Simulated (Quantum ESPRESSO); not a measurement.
# Au (P-1) in Quantum ESPRESSO: further runs

Runs on Au. Level: LDA. Tasks: single point, equation of state.

All numbers are computed with Quantum ESPRESSO 7.5; they aren't measurements. Logs are shortened: lines on timing, memory, paths and dates and some standing lists are left out, and cuts for length are marked.

**1. Starting point**

The typed cell holds 2 atoms: a = 2.815 Å, b = 2.820 Å, c = 5.191 Å, α = 103.14°, β = 102.66°, γ = 90.26°.

This isn't the form of Au at room conditions, which is fcc.

**2. Single point, LDA, 18.38 Å³/atom**

Input file pw.in:

```
&CONTROL
  calculation = 'scf'
  prefix = 'pwscf'
  outdir = './tmp'
  pseudo_dir = './pseudo'
  tstress = .true.
  disk_io = 'nowf'
/
&SYSTEM
  ibrav = 0
  nat = 2
  ntyp = 1
  ecutwfc = 45
  ecutrho = 360
  nbnd = 18
  occupations = 'smearing'
  smearing = 'fd'
  degauss = 0.00367493
/
&ELECTRONS
  conv_thr = 4d-10
  electron_maxstep = 120
  mixing_beta = 0.5
/
ATOMIC_SPECIES
Au   196.9666 au_lda_v1.uspp.F.UPF
CELL_PARAMETERS angstrom
   2.7580139704    0.0000000000    0.0000000000
  -0.0126908779    2.7626087492    0.0000000000
  -1.1146628489   -1.1612121098    4.8234957461
ATOMIC_POSITIONS crystal
Au     0.6728620000    0.6659620000    0.2740550000
Au     0.3271380000    0.3340380000    0.7259450000
K_POINTS automatic
10 10 6 0 0 0
```

Potentials or basis: GBRV 1.5 LDA.

Run with:

```sh
$ OMP_NUM_THREADS=1 mpirun -n 2 pw.x -nk 2 -in pw.in > pw.out
```

pw.out:

```text
This program is part of the open-source Quantum ESPRESSO suite
     for quantum simulation of materials; please cite
[... 13 lines left out ...]
     --------------------
     sticks:   dense  smooth     PW     G-vecs:    dense   smooth      PW
     Sum         777     385    137                28611    10077    1977

     Using Slab Decomposition

     bravais-lattice index     =            0
     lattice parameter (alat)  =       5.2119  a.u.
     unit-cell volume          =     248.0129 (a.u.)^3
     number of atoms/cell      =            2
     number of atomic types    =            1
     number of electrons       =        22.00
     number of Kohn-Sham states=           18
     kinetic-energy cutoff     =      45.0000  Ry
     charge density cutoff     =     360.0000  Ry
     scf convergence threshold =      4.0E-10
     mixing beta               =       0.5000
     number of iterations used =            8  plain     mixing
     Exchange-correlation= SLA  PZ   NOGX NOGC
                           (   1   1   0   0   0   0   0)

     celldm(1)=   5.211891  celldm(2)=   0.000000  celldm(3)=   0.000000
     celldm(4)=   0.000000  celldm(5)=   0.000000  celldm(6)=   0.000000

     crystal axes: (cart. coord. in units of alat)
               a(1) = (   1.000000   0.000000   0.000000 )
               a(2) = (  -0.004601   1.001666   0.000000 )
               a(3) = (  -0.404154  -0.421032   1.748902 )

     reciprocal axes: (cart. coord. in units 2 pi/alat)
               b(1) = (  1.000000  0.004594  0.232196 )
               b(2) = ( -0.000000  0.998337  0.240340 )
               b(3) = (  0.000000 -0.000000  0.571787 )

     PseudoPot. # 1 for Au read from file:
     au_lda_v1.uspp.F.UPF
     Pseudo is Ultrasoft + core correction, Zval = 11.0
     Generated by new atomic code, or converted to UPF format
     Using radial grid of  985 points,  7 beta functions with:
                l(1) =   0
                l(2) =   0
                l(3) =   1
                l(4) =   1
                l(5) =   2
                l(6) =   2
                l(7) =   3
     Q(r) pseudized with  6 coefficients,  rinner =    1.900   1.900   1.900
                                                       1.900   1.900   1.900
                                                       1.900

     atomic species   valence    mass     pseudopotential
     Au               11.00   196.96660     Au( 1.00)

      2 Sym. Ops., with inversion, found

   Cartesian axes

     site n.     atom                  positions (alat units)
         1        Au     tau(   1) = (   0.5590371   0.5516856   0.4792953  )
         2        Au     tau(   2) = (   0.0322072   0.0289484   1.2696066  )

     number of k points=   304  Fermi-Dirac smearing, width (Ry)=  0.0037

     Number of k-points >= 100: set verbosity='high' to print them.

     Dense  grid:    28611 G-vectors     FFT dimensions: (  32,  32,  60)

     Smooth grid:    10077 G-vectors     FFT dimensions: (  24,  24,  45)

     Initial potential from superposition of free atoms

     starting charge      21.9998, renormalised to      22.0000
     Starting wfcs are   18 randomized atomic wfcs

     Self-consistent Calculation

     iteration #  1     ecut=    45.00 Ry     beta= 0.50
     Davidson diagonalization with overlap
     ethr =  1.00E-02,  avg # of iterations =  6.3

     Threshold (ethr) on eigenvalues was too large:
     Diagonalizing with lowered threshold

     Davidson diagonalization with overlap
     ethr =  7.20E-04,  avg # of iterations =  1.2

     total energy              =    -229.76388011 Ry
     estimated scf accuracy    <       0.15888608 Ry

     iteration #  2     ecut=    45.00 Ry     beta= 0.50
     Davidson diagonalization with overlap
     ethr =  7.22E-04,  avg # of iterations =  2.0

     total energy              =    -229.80904593 Ry
     estimated scf accuracy    <       0.01691825 Ry

     iteration #  3     ecut=    45.00 Ry     beta= 0.50
     Davidson diagonalization with overlap
     ethr =  7.69E-05,  avg # of iterations =  2.4

     total energy              =    -229.81177702 Ry
     estimated scf accuracy    <       0.00070519 Ry

     iteration #  4     ecut=    45.00 Ry     beta= 0.50
     Davidson diagonalization with overlap
     ethr =  3.21E-06,  avg # of iterations =  5.9

     total energy              =    -229.81188697 Ry
     estimated scf accuracy    <       0.00015338 Ry

     iteration #  5     ecut=    45.00 Ry     beta= 0.50
     Davidson diagonalization with overlap
     ethr =  6.97E-07,  avg # of iterations =  1.6

     total energy              =    -229.81189369 Ry
     estimated scf accuracy    <       0.00000931 Ry

     iteration #  6     ecut=    45.00 Ry     beta= 0.50
     Davidson diagonalization with overlap
     ethr =  4.23E-08,  avg # of iterations =  3.3

     total energy              =    -229.81189978 Ry
     estimated scf accuracy    <       0.00000364 Ry

     iteration #  7     ecut=    45.00 Ry     beta= 0.50
     Davidson diagonalization with overlap
     ethr =  1.66E-08,  avg # of iterations =  1.9

     total energy              =    -229.81189936 Ry
     estimated scf accuracy    <       0.00000131 Ry

     iteration #  8     ecut=    45.00 Ry     beta= 0.50
     Davidson diagonalization with overlap
     ethr =  5.96E-09,  avg # of iterations =  2.0

     total energy              =    -229.81189977 Ry
     estimated scf accuracy    <       0.00000004 Ry

     iteration #  9     ecut=    45.00 Ry     beta= 0.50
     Davidson diagonalization with overlap
     ethr =  1.85E-10,  avg # of iterations =  3.5

     total energy              =    -229.81189979 Ry
     estimated scf accuracy    <       0.00000001 Ry

     iteration # 10     ecut=    45.00 Ry     beta= 0.50
     Davidson diagonalization with overlap
     ethr =  5.05E-11,  avg # of iterations =  2.0

     total energy              =    -229.81189979 Ry
     estimated scf accuracy    <          5.5E-09 Ry

     iteration # 11     ecut=    45.00 Ry     beta= 0.50
     Davidson diagonalization with overlap
     ethr =  2.49E-11,  avg # of iterations =  2.0

     End of self-consistent calculation

     Number of k-points >= 100: set verbosity='high' to print the bands.

     the Fermi energy is    13.3727 ev

!    total energy              =    -229.81189979 Ry
     estimated scf accuracy    <          4.3E-11 Ry
     smearing contrib. (-TS)   =      -0.00025574 Ry
     internal energy E=F+TS    =    -229.81164404 Ry

     The total energy is F=E-TS. E is the sum of the following terms:
     one-electron contribution =      12.57014366 Ry
     hartree contribution      =      19.91821175 Ry
     xc contribution           =    -124.16743621 Ry
     ewald contribution        =    -138.13256324 Ry

     convergence has been achieved in  11 iterations

     Computing stress (Cartesian axis) and pressure

          total   stress  (Ry/bohr**3)                   (kbar)     P=      -48.40
  -0.00037677   0.00001870   0.00006919          -55.42        2.75       10.18
   0.00001870  -0.00040136   0.00005343            2.75      -59.04        7.86
   0.00006919   0.00005343  -0.00020889           10.18        7.86      -30.73

=------------------------------------------------------------------------------=
   JOB DONE.
=------------------------------------------------------------------------------=
```

Run time: 37 s. Hardware: 2 MPI ranks of Intel Xeon 6975P-C (Granite Rapids), shared host; peak memory 0.4 GiB.

Results:

```
Free energy            : -3126.7502 eV
Pressure               : -4.8 GPa
Band gap on the k mesh : none (metal or under the smearing width)
```

**3. Single point, LDA, 18.77 Å³/atom**

pw.in, as its differences from that of step 2:

```diff
@@ -27,5 +27,5 @@
 CELL_PARAMETERS angstrom
-   2.7580139704    0.0000000000    0.0000000000
-  -0.0126908779    2.7626087492    0.0000000000
-  -1.1146628489   -1.1612121098    4.8234957461
+   2.7774372439    0.0000000000    0.0000000000
+  -0.0127802532    2.7820643814    0.0000000000
+  -1.1225128459   -1.1693899293    4.8574651452
 ATOMIC_POSITIONS crystal
```

Potentials or basis: GBRV 1.5 LDA.

Run with:

```sh
$ OMP_NUM_THREADS=1 mpirun -n 2 pw.x -nk 2 -in pw.in > pw.out
```

Run time: 38 s. Hardware: 2 MPI ranks of Intel Xeon 6975P-C (Granite Rapids), shared host; peak memory 0.4 GiB.

Results (log left out):

| Item | Value |
| --- | --- |
| Free energy | -3126.7201 eV |
| Pressure | -7.7 GPa |
| Band gap on the k mesh | none (metal or under the smearing width) |

**4. Single point, LDA, 19.16 Å³/atom**

pw.in, as its differences from that of step 3:

```diff
@@ -27,5 +27,5 @@
 CELL_PARAMETERS angstrom
-   2.7774372439    0.0000000000    0.0000000000
-  -0.0127802532    2.7820643814    0.0000000000
-  -1.1225128459   -1.1693899293    4.8574651452
+   2.7965925888    0.0000000000    0.0000000000
+  -0.0128683956    2.8012516386    0.0000000000
+  -1.1302545584   -1.1774549423    4.8909659635
 ATOMIC_POSITIONS crystal
```

Run with:

```sh
$ OMP_NUM_THREADS=1 mpirun -n 2 pw.x -nk 2 -in pw.in > pw.out
```

It took 38 s on 2 MPI ranks of Intel Xeon 6975P-C (Granite Rapids), shared host; peak memory 0.4 GiB.

It converged, with:

```
Free energy            : -3126.6772 eV
Pressure               : -10.1 GPa
Band gap on the k mesh : none (metal or under the smearing width)
```

**5. Single point, LDA, 19.55 Å³/atom**

pw.in, as its differences from that of step 4:

```diff
@@ -27,5 +27,5 @@
 CELL_PARAMETERS angstrom
-   2.7965925888    0.0000000000    0.0000000000
-  -0.0128683956    2.8012516386    0.0000000000
-  -1.1302545584   -1.1774549423    4.8909659635
+   2.8154890579    0.0000000000    0.0000000000
+  -0.0129553469    2.8201795887    0.0000000000
+  -1.1378916452   -1.1854109603    4.9240140333
 ATOMIC_POSITIONS crystal
```

Run with:

```sh
$ OMP_NUM_THREADS=1 mpirun -n 2 pw.x -nk 2 -in pw.in > pw.out
```

It took 39 s on 2 MPI ranks of Intel Xeon 6975P-C (Granite Rapids), shared host; peak memory 0.42 GiB.

The run converged. Its results:

| Item | Value |
| --- | --- |
| Free energy | -3126.6233 eV |
| Pressure | -12.1 GPa |
| Band gap on the k mesh | none (metal or under the smearing width) |

**6. Single point, LDA, 19.94 Å³/atom**

pw.in, as its differences from that of step 5:

```diff
@@ -27,5 +27,5 @@
 CELL_PARAMETERS angstrom
-   2.8154890579    0.0000000000    0.0000000000
-  -0.0129553469    2.8201795887    0.0000000000
-  -1.1378916452   -1.1854109603    4.9240140333
+   2.8341352242    0.0000000000    0.0000000000
+  -0.0130411464    2.8388568190    0.0000000000
+  -1.1454275711   -1.1932615928    4.9566243481
 ATOMIC_POSITIONS crystal
```

Potentials or basis: GBRV 1.5 LDA.

Run with:

```sh
$ OMP_NUM_THREADS=1 mpirun -n 2 pw.x -nk 2 -in pw.in > pw.out
```

Wall time 39 s (2 MPI ranks of Intel Xeon 6975P-C (Granite Rapids), shared host); peak memory 0.42 GiB.

The run converged. Its results:

| Property | Result |
| --- | --- |
| Free energy | -3126.5602 eV |
| Pressure | -13.9 GPa |
| Band gap on the k mesh | none (metal or under the smearing width) |

**7. Single point, LDA, 20.33 Å³/atom**

pw.in, as its differences from that of step 6:

```diff
@@ -27,5 +27,5 @@
 CELL_PARAMETERS angstrom
-   2.8341352242    0.0000000000    0.0000000000
-  -0.0130411464    2.8388568190    0.0000000000
-  -1.1454275711   -1.1932615928    4.9566243481
+   2.8525392154    0.0000000000    0.0000000000
+  -0.0131258315    2.8572914708    0.0000000000
+  -1.1528656209   -1.2010102618    4.9888111224
 ATOMIC_POSITIONS crystal
```

Run with:

```sh
$ OMP_NUM_THREADS=1 mpirun -n 2 pw.x -nk 2 -in pw.in > pw.out
```

Wall time 40 s (2 MPI ranks of Intel Xeon 6975P-C (Granite Rapids), shared host); peak memory 0.42 GiB.

The run converged. Its results:

```
Free energy            : -3126.4892 eV
Pressure               : -15.4 GPa
Band gap on the k mesh : none (metal or under the smearing width)
```

**8. Single point, LDA, 20.72 Å³/atom**

pw.in, as its differences from that of step 7:

```diff
@@ -27,5 +27,5 @@
 CELL_PARAMETERS angstrom
-   2.8525392154    0.0000000000    0.0000000000
-  -0.0131258315    2.8572914708    0.0000000000
-  -1.1528656209   -1.2010102618    4.9888111224
+   2.8707087448    0.0000000000    0.0000000000
+  -0.0132094378    2.8754912702    0.0000000000
+  -1.1602089120   -1.2086602150    5.0205878461
 ATOMIC_POSITIONS crystal
```

Run with:

```sh
$ OMP_NUM_THREADS=1 mpirun -n 2 pw.x -nk 2 -in pw.in > pw.out
```

It took 40 s on 2 MPI ranks of Intel Xeon 6975P-C (Granite Rapids), shared host; peak memory 0.44 GiB.

Results (log left out):

```yaml
Free_energy: -3126.4113 eV
Pressure: -16.7 GPa
Band_gap_on_the_k_mesh: none (metal or under the smearing width)
```

**9. Equation of state, LDA**

Potentials or basis: GBRV 1.5 LDA.

No new run: the results of the series are fitted here.

Results:

```
Equilibrium volume                        : 17.83 Å³/atom (rough: see the caveat)
Bulk modulus at fixed shape and positions : 171 GPa (rough)
```

Energy against volume, from the lowest point:
```csv
volume (Å³/atom),energy (meV/atom)
18.376,0.00
18.767,15.06
19.158,36.51
19.549,63.42
19.940,94.99
20.331,130.52
20.722,169.42
```

Caveat: the minimum lies outside the volumes run; the cell was scaled at fixed shape and fractional positions, which overstates the stiffness of a crystal with free parameters, most of all of layers and chains. The run has no spin-orbit coupling, so splittings on Au are missing.
